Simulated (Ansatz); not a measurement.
Base system: ZnTe in the zinc blende structure (space group F-43m, No. 216; a = 6.114 Å).

Method: r2SCAN in Ansatz (plane waves to 500 eV, PAW, scalar-relativistic without spin-orbit coupling).

Base values:

| Item | Value |
|---|---|
| Band gap | 1.79 eV |
| Gap character | direct at Γ |

One thing is altered: a hydrostatic pressure of 30 GPa.

Question: Estimate the effect on the band gap and gap character.

Answer: The band gap drops by 0.05 eV, from 1.79 eV to 1.74 eV; the gap character becomes indirect, Γ → Γ–X (87 % along) (base: direct at Γ).

With Te present, leaving out spin-orbit coupling can change the band edges. Load acts through the strain it causes; cell and atoms are relaxed under it. No phonon test of stability was made. Measured, ZnTe leaves this structure (for cinnabar) near 9.5 GPa (temperature not stated; as listed in Datta, Sujoy, Jana, Debnarayan, arXiv (2020)), on rising pressure, with hysteresis.

Ansatz is a first-principles code.
